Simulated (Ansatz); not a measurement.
# 1T-MnO2 monolayer in a perpendicular field, part 2 of 2

Aim: how the 1T-MnO2 monolayer screens a field along its normal, and what the field does to its bands. A positive field points along +c.

Ansatz 0.2.0; plane-wave DFT, PBE-D3(BJ), Ansatz PAW.

So far. Step 2 (Relaxation): The lattice constant a goes from 2.784 to 2.867 Å.

### Step 3. Atoms held, field 0

A sawtooth potential applies the field, turning back in the middle of the vacuum. With the dipole correction the typed value is the field outside the slab. The induced dipole is small, so the SCF threshold is tight.

The cell differs from the one that the last finished run ended in (c 35.241 → 19.917 Å).

The input, input.yaml:

```yaml
crystal:
  lattice:
    - [2.8668472039, 0.0, 0.0]
    - [-1.4334236019, 2.4827625073, 0.0]
    - [0.0, 0.0, 19.9172139785]
  atoms:
    - { symbol: O, position: [0.6666666667, 0.3333333333, 0.4518704277], spin: 0.05 }
    - { symbol: Mn, position: [0.0, 0.0, 0.5], spin: 2.51 }
    - { symbol: O, position: [0.3333333333, 0.6666666667, 0.5481295723], spin: 0.05 }
magnetization:
  spin_polarized: true
kpoints:
  mp_grid: { grid: [18, 18, 1] }
  band_path:
    path: [[0, 0, 0], [0.5, 0, 0], [0.33333333, 0.33333333, 0], [0, 0, 0]]
    npoints: 16
hamiltonian:
  xc: pbe
  dispersion: d3bj
scf:
  occupations: { method: fermi_dirac, width: 0.02585 }
  convergence: { dr2_threshold: 1.0e-10 }
efield:
  axis: 3
  dipole_correction: true
  ramp_position: 0.97
  ramp_width: 0.06
  amplitude: 0
output:
  dos: { projected: true, e_range: [-6, 5] }
  write_potential: true
  write_density: true
  volumetric_format: npy
  elf: true
```

Started as:

```
> ansatz run input.yaml --threads 2 --pin off --max-ram 3072MiB --backend cpu --events-out ev --progress --plain --runs-dir out
```

Numbers of over 12 decimals in the logs are rounded to 6 here.

What it wrote:

```text
[...]
Crystal: 3 atoms, lattice volume = 141.765 Å³
Basis set: ecut = 420 eV, 2779 PW (Γ)
Bands: 19, of which v1, the nominal top of the filled ones, is band 14 counted from 1 (13 counted from 0)
Symmetry: 6 space group operations
k-points: 37 of 324 (time reversal used)
[...]
Starting moments: Σ|m| = 2.61 μB on 3 of 3 sites
[...]
SCF iter   1: F=—  HF=-5028.974548 eV  |F-HF|=—  |Δ(HF+E_count)|=         —  Δρ=4.32e-2 (↑3.21e-2 ↓4.32e-2)  dr2=5.06e0  dr2_m=6.06e-1  M=3.000 μB ∫|m|=3.013 μB  β_m=1.00  ethr=3.10e-3  p=0.000 e·Å  D=1.24e-13 V/Å  ΔV_dip=-0.00 eV  dr2_dipole=1.46e-8  V_vac-E_F(+/−)=5.71/5.71 eV  ⟨swp⟩=8.2  Hψ=8329  notcnv=0
[...]
efield: sawtooth ramp at fractional position 0.9700 (set: `efield.ramp_position`, or a place that a band, a saddle search or an elastic batch's reference lends), width 0.0600; the density the first Hamiltonian is built on has a dipole p = 0.000 e·Å; the dipole correction subtracts the counter field D = 1.24e-13 V/Å, which shifts the + side's vacuum level by -0.00 eV against the − side's; the planar-averaged density in the ramp window peaks in size at 1.2e-6 e/Å³
[...]
SCF iter   2: F=—  HF=-5031.848386 eV  |F-HF|=—  |Δ(HF+E_count)|=    2.87e0  Δρ=1.24e-2 (↑1.24e-2 ↓9.58e-3)  dr2=3.17e-1  dr2_m=3.91e-2  M=3.000 μB ∫|m|=3.045 μB  β_m=1.00  ethr=3.10e-3  p=-0.000 e·Å  D=-5.79e-5 V/Å  ΔV_dip=0.00 eV  dr2_dipole=1.45e-8  V_vac-E_F(+/−)=7.00/7.00 eV  ⟨swp⟩=3.7  Hψ=3905  notcnv=0  defer=70  κ⁻¹=1.0e0(r=1)
density mixer auto → broyden: gapped, with few screened modes (density of states about μ 0.38 of a free-electron gas's, 12 screened modes)
SCF iter   3: F=—  HF=-5032.929317 eV  |F-HF|=—  |Δ(HF+E_count)|=    1.08e0  Δρ=6.59e-3 (↑6.59e-3 ↓6.39e-3)  dr2=1.24e-1  dr2_m=5.92e-4  M=3.000 μB ∫|m|=3.043 μB  β_m=1.00  ethr=1.17e-3  p=0.000 e·Å  D=3.34e-6 V/Å  ΔV_dip=-0.00 eV  dr2_dipole=1.47e-9  V_vac-E_F(+/−)=6.80/6.80 eV  ⟨swp⟩=3.0  Hψ=2742  notcnv=0  defer=70  κ⁻¹=2.6e-2(r=2)
[...]
SCF iter  17: F=-5033.971070 eV  HF=-5033.971070 eV  |F-HF|=2.27e-11  |Δ(HF+E_count)|=  9.09e-12  Δρ=2.41e-8 (↑1.71e-8 ↓2.41e-8)  dr2=2.21e-12  dr2_m=2.93e-14  M=3.000 μB ∫|m|=3.041 μB  ethr=1.00e-12  p=-0.000 e·Å  D=-8.49e-10 V/Å  ΔV_dip=0.00 eV  dr2_dipole=2.62e-16  V_vac-E_F(+/−)=7.14/7.14 eV  ⟨swp⟩=6.4  Hψ=5568  notcnv=0
SCF 1 converged in 17 iterations: F = -5033.971070 eV  dr2 = 2.21e-12
[...]
this state was not tested for a lower state beside it, because the mixer in use, unlike msr1, does not test its closes by its own steps (another_mixer; see scf.mixing.algorithm and scf.lower_state_search)
NSCF: frozen V_eff on 49 k-points
efield: sawtooth ramp at fractional position 0.9700 (kept from the solve that this one continues, or follows in the run), width 0.0600; the density the first Hamiltonian is built on has a dipole p = -0.000 e·Å; the dipole correction subtracts the counter field D = -8.49e-10 V/Å, which shifts the + side's vacuum level by +0.00 eV against the − side's; the planar-averaged density in the ramp window peaks in size at 1.3e-6 e/Å³
SCF converged after 17 iterations
Magnetization: 3.0000 μB (15.0000 up, 12.0000 down)
Absolute magnetization: 3.0421 μB (∫|ρ↑−ρ↓|, with the PAW one-centre terms)
[...]
Per-site moments (μB) at R_I (Å): [(0.046185, 0.789001), (2.507150, 0.789001), (0.046185, 0.789001)]
Free energy (F): -5033.971070 eV
[...]
Internal energy: -5033.971070 eV  (E = F + TS)
E sigma→0 (E₀):  -5033.971070 eV
Fermi energy:    -3.597664 eV
Dipole field:    D = 0.000000 V/Å  (p = 0.000000 e·Å, saw-weighted, corrected)
Work function:   Φ+ = 7.1402 eV   Φ− = 7.1402 eV
Levels:          The Fermi level and band energies are counted from a zero that moves with the ramp; work functions are not
[...]
--- Band table (eV; the first three rows and the last of 74) ---
  k-point 0 ↑: bands = [... 10 lower, -6.3448, -5.7679, -5.3608, -5.3608, -4.2198, -1.0905, -1.0905, 2.6264, ... 1 higher]
  k-point 1 ↑: bands = [... 10 lower, -6.4626, -5.6860, -5.3888, -5.2634, -4.1968, -1.1979, -1.1147, 2.7284, ... 1 higher]
  k-point 2 ↑: bands = [... 10 lower, -6.7134, -5.5513, -5.3770, -5.0769, -4.1691, -1.4806, -1.1777, 3.0181, ... 1 higher]
  k-point 36 ↓: bands = [... 10 lower, -6.7158, -6.6802, -2.7194, -1.9258, -1.9258, -0.4457, -0.4457, 9.6491, ... 1 higher]
```

Elapsed: 19 s, on 2 threads of Intel Xeon Platinum 8375C at 2.90GHz (Ice Lake), shared host; peak memory 0.57 GiB.

Numbers from this step:

```
gap on the k-mesh                 : 1.086 eV
dipole along the normal           : 1.96e-8 e·Å
gap along the path                : 1.086 eV
ionisation energy, upper face     : 7.711 eV
electron affinity, upper face     : 6.626 eV
gap, the smaller of path and mesh : 1.086 eV
```

Running mean over a fixed 2.5 Å (it still follows the layers) of the planar mean; the ramp of the sawtooth is left out. Electron's electrostatic potential energy less the Fermi level against z:

z (Å), electron's electrostatic potential energy less the Fermi level (eV) and a bar from the least value:
```
      3.0        7.1 ##############################
      3.5        7.1 ##############################
      4.0        7.1 ##############################
      4.5        7.1 ##############################
      5.0        7.1 ##############################
      5.5        7.1 ##############################
      6.0        7.1 ##############################
      6.5        7.1 ##############################
      7.0        6.9 ##############################
      7.5        5.8 ############################
      8.0        2.9 #######################
      8.5       -1.1 ################
      9.0       -5.5 #########
      9.5       -9.2 ###
     10.0      -10.7 
     10.5       -8.7 ###
     11.0       -4.8 ##########
     11.5       -0.4 #################
     12.0        3.4 ########################
     12.5        6.1 ############################
     13.0        7.0 ##############################
     13.5        7.1 ##############################
     14.0        7.1 ##############################
     14.5        7.1 ##############################
     15.0        7.1 ##############################
     15.5        7.1 ##############################
     16.0        7.1 ##############################
     16.5        7.1 ##############################
     17.0        7.1 ##############################
```

The density of states has structure finer than the step of the table below, so its rows give means over 0.25 eV, whole bins alone (the curve runs from -6 to 2.49 eV). Peaks (eV: height): total -5.590: 5.17, -3.660: 4.72, -1.950: 6.25, -1.480: 5.56, 1.390: 7.83, 1.640: 7.61, 1.720: 12.1; up -5.720: 2.78, -1.950: 5.51, -1.620: 3.61, 1.550: 2.51, 1.720: 6.89, 1.770: 5.68, 2.270: 2.82; down -5.590: 3.61, -3.660: 3.66, -1.480: 3.94, 0.950: 4.46, 1.390: 7.41, 1.640: 5.94, 1.720: 5.25.

Table of density of states by energy, zero at the Fermi level of the run, which the smearing sets inside the gap; means over each step; values in states/eV a cell:

```
energy (eV)  total      up    down
      -5.75   3.20    1.94    1.27
      -5.50   3.36    1.38    1.98
      -5.25   2.50   0.802    1.69
      -5.00   3.36    1.17    2.19
      -4.75   2.21    1.08    1.13
      -4.50   3.26    1.45    1.81
      -4.25   2.39    1.78   0.609
      -4.00   1.75    1.67  0.0748
      -3.75   3.09    1.21    1.88
      -3.50   2.70   0.735    1.97
      -3.25   2.41   0.486    1.93
      -3.00   1.48   0.559   0.920
      -2.75   1.22   0.608   0.609
      -2.50   1.77    1.06   0.711
      -2.25   2.45    1.31    1.13
      -2.00   3.90    3.07   0.824
      -1.75   2.99    2.13   0.860
      -1.50   3.19    1.95    1.24
      -1.25   1.88    1.88       0
      -1.00   2.15    2.15       0
      -0.75  0.858   0.858       0
      -0.50  0.322   0.322       0
      -0.25      0       0       0
       0.00      0       0       0
       0.25      0       0       0
       0.50  0.120       0   0.120
       0.75  0.939       0   0.939
       1.00   2.93       0    2.93
       1.25   2.20  0.0127    2.18
       1.50   4.10    1.54    2.56
       1.75   5.64    3.14    2.50
       2.00   2.31    1.32   0.982
       2.25   1.96    1.94  0.0192
```

Projected DOS per atom over height of the atomic layer and energy from the Fermi level. Layers: O Mn O from below.

Values in states/eV, 22 rows by 3 columns, each cell a mean:
```
0.36 0.61 0.36
0.53 1.44 0.53
0.75 3.48 0.75
0.12 2.00 0.12
0.09 1.49 0.09
0.00 0.06 0.00
0.00 0.00 0.00
0.03 0.07 0.03
0.30 0.56 0.30
0.51 1.00 0.51
1.02 0.89 1.02
0.98 1.63 0.98
0.77 0.75 0.77
0.53 0.27 0.53
0.75 0.45 0.75
0.99 0.71 0.99
0.75 0.78 0.75
0.83 0.91 0.83
0.90 0.84 0.90
1.12 0.83 1.12
0.94 0.97 0.94
0.91 1.09 0.91
```
Columns: height of the atomic layer (Å) from 9 to 10.9; rows upwards: energy from the Fermi level (eV) from -5.96 to 2.5.

Projected DOS per atom, spin up over height of the atomic layer and energy from the Fermi level. Layers: O Mn O from below.

Values in states/eV, 22 rows by 3 columns, each cell a mean:
```
0.36 0.58 0.36
0.43 0.80 0.43
0.52 1.09 0.52
0.00 0.01 0.00
0.00 0.00 0.00
0.00 0.00 0.00
0.00 0.00 0.00
0.03 0.07 0.03
0.30 0.56 0.30
0.51 1.00 0.51
0.57 0.87 0.57
0.57 1.59 0.57
0.30 0.67 0.30
0.26 0.18 0.26
0.15 0.21 0.15
0.21 0.31 0.21
0.41 0.61 0.41
0.53 0.74 0.53
0.38 0.48 0.38
0.40 0.28 0.40
0.33 0.48 0.33
0.48 0.79 0.48
```
Columns: height of the atomic layer (Å) from 9 to 10.9; rows upwards: energy from the Fermi level (eV) from -5.96 to 2.5.

Projected DOS per atom, spin down over height of the atomic layer and energy from the Fermi level. Layers: O Mn O from below.

Ten even steps from '0' (0.00 states/eV) to '9' (2.40 states/eV), each cell a mean:
```
000
020
090
080
060
000
000
000
000
000
101
101
101
101
212
313
101
101
212
323
222
111
```
Columns: height of the atomic layer (Å) from 9 to 10.9; rows upwards: energy from the Fermi level (eV) from -5.96 to 2.5.

Deep bands are left out, so band numbers here count from the lowest band kept and differ from the log's. The electronic bands at the labelled points (eV, zero at the Fermi level of the run, which the smearing sets inside the gap; # counts the bands kept):

```
  point  up #7  up #8  up #9  up #10  down #6  down #7  down #8  down #9
      Γ  -1.76  -1.76  -0.62    2.51    -1.70     0.51     0.51     2.12
halfway  -1.42  -1.30  -0.79    1.40    -1.49     0.92     1.34     1.93
      M  -2.21  -2.15  -1.41    1.78    -2.27     0.78     1.27     1.57
halfway  -2.28  -1.67  -1.09    1.77    -2.45     0.92     1.40     1.66
      K  -2.53  -1.16  -1.16    1.72    -3.08     0.88     1.67     1.67
halfway  -1.78  -0.99  -0.91    1.56    -1.51     1.17     1.41     1.78
      Γ  -1.76  -1.76  -0.62    2.51    -1.70     0.51     0.51     2.12
```

Spin density in the ca plane at fractional y = 0.000, with atoms of Mn within 0.2 Å of it.

Ten even steps from '0' (0.0 e/Å³) to '9' (4.7 e/Å³), each cell a mean:
```
00000000000000000000002651000000000000000000
00000000000000000000000110000000000000000000
00000000000000000000000000000000000000000000
00000000000000000000000000000000000000000000
00000000000000000000000000000000000000000000
00000000000000000000000000000000000000000000
00000000000000000000001331000000000000000000
00000000000000000000003993000000000000000000
```
Columns run along c (16.0 Å, from fractional 0.07 to 0.88 of the cell), rows up along a (2.9 Å). Atoms in or near the plane, at fractional coordinates: Mn at (0.50, 0.00).

ELF in the ca plane at fractional y = 0.000, with atoms of Mn within 0.2 Å of it. It is the smooth field of the valence electrons, not physical close to the nuclei.

Ten even steps from '0' (0.00) to '9' (0.86), each cell a mean:
```
00000000000000000000026985100000000000000000
00000000000000000001222442221000000000000000
00000000000000000024552113554200000000000000
00000000000000000136775125775310000000000000
00000000000000000135764114775200000000000000
00000000000000000012432222342100000000000000
00000000000000000000114773110000000000000000
00000000000000000000027996200000000000000000
```
Columns run along c (16.0 Å, from fractional 0.07 to 0.88 of the cell), rows up along a (2.9 Å). Atoms in or near the plane, at fractional coordinates: Mn at (0.50, 0.00).

Electrostatic potential energy in the ca plane at fractional y = 0.000, with atoms of Mn within 0.2 Å of it. With pseudopotentials it is smooth inside the atoms' cores, unlike the true potential.

Values in eV, 5 rows by 16 columns, each cell a mean:
```
  4   4   4   4   4   3   3  -5 -41 -21   2   3   4   4   4   4
  4   4   4   4   4   4   3  -1 -13  -6   2   3   4   4   4   4
  4   4   4   4   4   4   3  -1  -4  -3   2   4   4   4   4   4
  4   4   4   4   4   4   3  -2 -24 -10   2   3   4   4   4   4
  4   4   4   4   4   3   3  -7 -43 -24   2   3   4   4   4   4
```
Columns run along c (16.0 Å, from fractional 0.07 to 0.88 of the cell; values clipped at the 3rd and 97th percentile), rows up along a (2.9 Å). Atoms in or near the plane, at fractional coordinates: Mn at (0.50, 0.00).

The gap is 1.09 eV, with the valence edge 7.71 eV and the conduction edge 6.63 eV under the upper vacuum level.

### Step 4. Single point, field 0.1 V/Å

Changes to input.yaml since step 3:

```diff
@@ -27,5 +27,4 @@
   ramp_width: 0.06
-  amplitude: 0
+  amplitude: 0.1
 output:
-  dos: { projected: true, e_range: [-6, 5] }
   write_potential: true
@@ -33,2 +32 @@
   volumetric_format: npy
-  elf: true
```

What it wrote:

```text
[...]
Crystal: 3 atoms, lattice volume = 141.765 Å³
Basis set: ecut = 420 eV, 2779 PW (Γ)
Bands: 19, of which v1, the nominal top of the filled ones, is band 14 counted from 1 (13 counted from 0)
Symmetry: 6 space group operations
k-points: 37 of 324 (time reversal used)
[...]
Starting moments: Σ|m| = 2.61 μB on 3 of 3 sites
[...]
k-point 1 ↑: bands = [... 10 lower, -6.4628, -5.6863, -5.3891, -5.2636, -4.1970, -1.1981, -1.1149, 2.6604, ... 1 higher]
  k-point 2 ↑: bands = [... 10 lower, -6.7136, -5.5516, -5.3773, -5.0772, -4.1692, -1.4808, -1.1779, 2.9356, ... 1 higher]
  k-point 36 ↓: bands = [... 10 lower, -6.7062, -6.6804, -2.7196, -1.9277, -1.9243, -0.4470, -0.4447, 9.6251, ... 1 higher]
[key lines of the parts left out:]
SCF converged after 17 iterations
Magnetization: 3.0000 μB (15.0000 up, 12.0000 down)
Free energy (F): -5033.971667 eV
Fermi energy:    -3.597863 eV
Dipole field:    D = 0.015237 V/Å  (p = 0.011938 e·Å, saw-weighted, corrected)
```

It took 19 s on 2 threads; peak memory 0.57 GiB; 36 s of CPU time.

The dipole is 0.0119 e·Å, and the gap 1.086 eV.

### Step 5. Single point, field -0.1 V/Å

Changes to input.yaml since step 4:

```diff
@@ -27,3 +27,3 @@
   ramp_width: 0.06
-  amplitude: 0.1
+  amplitude: -0.1
 output:
```

What it wrote:

```text
[...]
Crystal: 3 atoms, lattice volume = 141.765 Å³
Basis set: ecut = 420 eV, 2779 PW (Γ)
Bands: 19, of which v1, the nominal top of the filled ones, is band 14 counted from 1 (13 counted from 0)
Symmetry: 6 space group operations
k-points: 37 of 324 (time reversal used)
[...]
Starting moments: Σ|m| = 2.61 μB on 3 of 3 sites
[...]
k-point 1 ↑: bands = [... 10 lower, -6.4628, -5.6863, -5.3891, -5.2636, -4.1970, -1.1981, -1.1149, 2.6604, ... 1 higher]
  k-point 2 ↑: bands = [... 10 lower, -6.7136, -5.5516, -5.3773, -5.0772, -4.1692, -1.4808, -1.1779, 2.9356, ... 1 higher]
  k-point 36 ↓: bands = [... 10 lower, -6.7062, -6.6804, -2.7196, -1.9277, -1.9243, -0.4470, -0.4447, 9.6251, ... 1 higher]
[key lines of the parts left out:]
SCF converged after 17 iterations
Magnetization: 3.0000 μB (15.0000 up, 12.0000 down)
Free energy (F): -5033.971667 eV
Fermi energy:    -3.597862 eV
Dipole field:    D = -0.015237 V/Å  (p = -0.011938 e·Å, saw-weighted, corrected)
```

Run time: 19 s. Hardware: 2 threads; peak memory 0.57 GiB.

The dipole is -0.0119 e·Å, and the gap 1.086 eV.

### Step 6. Response, atoms held

This step: plane-wave DFT, PBE-D3(BJ), Ansatz PAW; response to a field along the normal, atoms held (Ansatz 0.2.0).

The dipoles give the slope, and the difference of two potentials shows where the field is screened.

Numbers from this step:

| Quantity | Value |
| --- | --- |
| equivalent conductor thickness p/(ε₀AE) | 3.035 Å |
| distance between the outer atoms | 1.917 Å |

Table of dipole of the cell by applied field:

```
applied field (V/Å)  dipole of the cell (e·Å)
            -0.1000                   -0.0119
             0.0000                    2.0e-8
             0.1000                    0.0119
```

The total moment stays at 3 μB for applied field from -0.1 to 0.1 V/Å.

Local field over the applied field, running mean. From the potentials at -0.1 and 0.1 V/Å; running mean over 2.5 Å. The local field over applied field by z:

```
z (Å)  local field over applied field
  4.5                           1.000
  5.0                           1.000
  5.5                           0.998
  6.0                           0.993
  6.5                           0.976
  7.0                           0.926
  7.5                           0.816
  8.0                           0.659
  8.5                           0.479
  9.0                           0.306
  9.5                           0.175
 10.0                           0.133
 10.5                           0.191
 11.0                           0.334
 11.5                           0.509
 12.0                           0.687
 12.5                           0.838
 13.0                           0.938
 13.5                           0.980
 14.0                           0.994
 14.5                           0.998
 15.0                           1.000
 15.5                           1.000
```

Electrons, planar mean, per unit field. The induced electron density by z:

```
z (Å)  induced electron density (e/Å³ per V/Å)
 4.13                                   1.2e-7
 4.57                                   5.4e-7
 4.87                                   1.1e-6
 5.31                                   3.8e-6
 5.75                                   1.3e-5
 6.20                                   4.2e-5
 6.49                                   9.0e-5
 6.93                                   2.7e-4
 7.38                                   7.8e-4
 7.82                                  0.00198
 8.11                                  0.00321
 8.56                                  0.00351
 9.00                                  0.00197
 9.29                                  0.00166
 9.74                                   1.2e-4
10.18                                  -1.2e-4
10.62                                 -0.00166
10.92                                 -0.00197
11.36                                 -0.00351
11.80                                 -0.00321
12.10                                 -0.00198
12.54                                  -7.8e-4
12.98                                  -2.7e-4
13.43                                  -9.0e-5
13.72                                  -4.2e-5
14.16                                  -1.3e-5
14.61                                  -3.8e-6
15.05                                  -1.1e-6
15.34                                  -5.4e-7
15.79                                  -1.2e-7
```

By hand: between -0.1 and 0.1 V/Å the dipole changes by 0.02388 e·Å, a slope of 0.1194 e·Å²/V. A perfect conductor of thickness t has p = ε₀AEt, so t = 180.95 × 0.1194 / 7.118 = 3.03 Å (e/ε₀ = 180.95 V·Å, A in Å²).

The induced dipole is that of a conductor 3.03 Å thick.

### Step 7. Results

```yaml
gap_without_field: 1.09 eV
ionisation_energy_upper_face: 7.71 eV
electron_affinity_upper_face: 6.63 eV
equivalent_conductor_thickness_atoms_held: 3.03 Å
```

What this shows: The induced dipole equals that of a perfect conductor 3.03 Å thick, while the outer atoms lie 1.92 Å apart; an out-of-plane ε follows only once a thickness t is chosen, by 1 − 1/ε = 3.03 Å / t. The gap stays within 0.01 eV of 1.09 eV over the fields run, up to 0.1 V/Å in size. Semilocal functionals give gaps that are too small, and excitons are not included. The magnetic order is the one reached from the typed start; other orders were not compared.

[Logs are printed without paths, hosts, clocks, repeated set-up lines and the standing remarks that a program may print on its own settings, such as how far it seeks lower states.]

[Hosts, paths, dates, database ids (printed as entryN), source tags and the programs' standing remarks are cut or masked in the printed files.]

[Maps of the electrostatic potential energy from Ansatz leave out the sawtooth potential of an applied field or a dipole correction, so their vacuum need not be flat; planar profiles and work functions include it.]
